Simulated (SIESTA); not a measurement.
O:

```xyz
2
Lattice="0.0000 1.8899 3.8988 1.5018 0.0000 3.8988 1.5018 1.8899 0.0000" Properties=species:S:1:pos:R:3 pbc="T T T"
O     1.5018    1.8899    4.5141
O     1.5018    1.8899    3.2836
```

```yaml
Program: SIESTA 5.4.2
Task: single point
Functional: PBE
Potentials_or_basis: PseudoDojo 0.4 standard (PBE files)
Basis: DZP (energy shift 0.002 Ry)
Grid_cutoff: 800 Ry
Energy_shift: 0.002 Ry
k_mesh: 12 × 12 × 12
Occupations: fermi-dirac, width 0.05 eV
Spin: no spin polarisation
```

On this cell: pressure 1.1 GPa; largest force 0.127 eV/Å; band gap on the k mesh none (metal or under the smearing width).

The same run follows on a disturbed copy (atoms moved at random, drawn with an rms of 0.05 Å):

```xyz
2
Lattice="0.0000 1.8899 3.8988 1.5018 0.0000 3.8988 1.5018 1.8899 0.0000" Properties=species:S:1:pos:R:3 pbc="T T T"
O     1.4608    1.8548    4.5595
O     1.4804    1.9159    3.2542
```

Problem. What does the disturbed cell give?

Solution. The energy (extrapolated to zero smearing) moves by +86.7 meV/atom; pressure -11.0 GPa; largest force 3.991 eV/Å; band gap on the k mesh none (metal or under the smearing width).

Forces in eV/Å, atoms in the order of the input:
```
O    0.140  0.542 -3.951
O   -0.140 -0.542  3.951
```

Stress tensor (GPa, compression positive):
```
  2.38   0.01   1.32
  0.01   0.02   5.09
  1.32   5.09 -35.42
```

Caveats: spin is off for a triplet molecule; the basis of atomic orbitals isn't converged, which shifts pressures, moduli and gaps.
